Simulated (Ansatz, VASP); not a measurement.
## Two plane-wave programs on Ti

```
Ti
1.0
    -1.64645    1.64645    1.64645
     1.64645   -1.64645    1.64645
     1.64645    1.64645   -1.64645
Ti
1
Cartesian
  0.0000 0.0000 0.0000
```

This isn't the form of Ti at room conditions, which is hcp.

Alike in both runs: task single point; functional LDA; k mesh 12 × 12 × 12; no spin polarisation.

```csv
,VASP,Ansatz
version,VASP 6.6.1,Ansatz 0.2.0
potentials or method,"VASP PAW LDA potentials, release 64 (Ti_sv)","plane waves, PAW"
plane-wave cutoff (eV),520,530
occupations,"gaussian, width 0.1 eV",gaussian
valence electrons in the cell,12,12
```

Ansatz gave:

```
pressure (GPa) : -11.8
```

Problem. Estimate VASP's values.

Solution. Pressure (GPa): -11.9.

Ansatz warned: «stress_scf_threshold_loose».
